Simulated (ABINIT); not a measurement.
Here is an ABINIT 10.8.3 (patched build) calculation.

Contents of run.abi:

```
# Pseudopotentials
pp_dirpath "./"
pseudos "Sb.GGA_PBE-JTH.xml"

# Structure
acell 6.3905076933 6.2947495553 6.3730167818
rprim
    -0.0049569581     0.7039948043     0.7101878231
     0.7114157781     0.0133138679     0.7026452388
     0.7145034773     0.6996306335     0.0013257404
ntypat 1
znucl 51
natom 1
typat 1
xred
    -0.0075380000     0.0130910000    -0.0107430000
chkprim 0
chksymtnons 0
tolsym 1.0e-6

# Plane-wave basis
ecut 16.0
pawecutdg 32.0
pawxcdev 0

# k points
kptopt 1
ngkpt 10 10 10
nshiftk 1
shiftk 0.0 0.0 0.0

# Exchange and correlation
ixc 11

# Bands and occupations
nband 12
occopt 3
tsmear 0.00183747

# SCF cycle
nstep 100
tolvrs 1.0e-9

# Output
iomode 3
prtwf 0
prtden 0
prteig 0
prtebands 0
enunit 1
```

Potentials or basis: JTH PAW PBE v2.0.

Command:

```sh
$ abinit run.abi > log 2>&1
```

Predict the pressure.

1.6 GPa.

Estimate the band gap on the k mesh.

none (metal or under the smearing width).

Stress tensor (GPa, compression positive):
```
1.74 0.41 0.22
0.41 1.78 0.07
0.22 0.07 1.37
```

Spin-orbit coupling is left out, which matters for the levels of Sb.
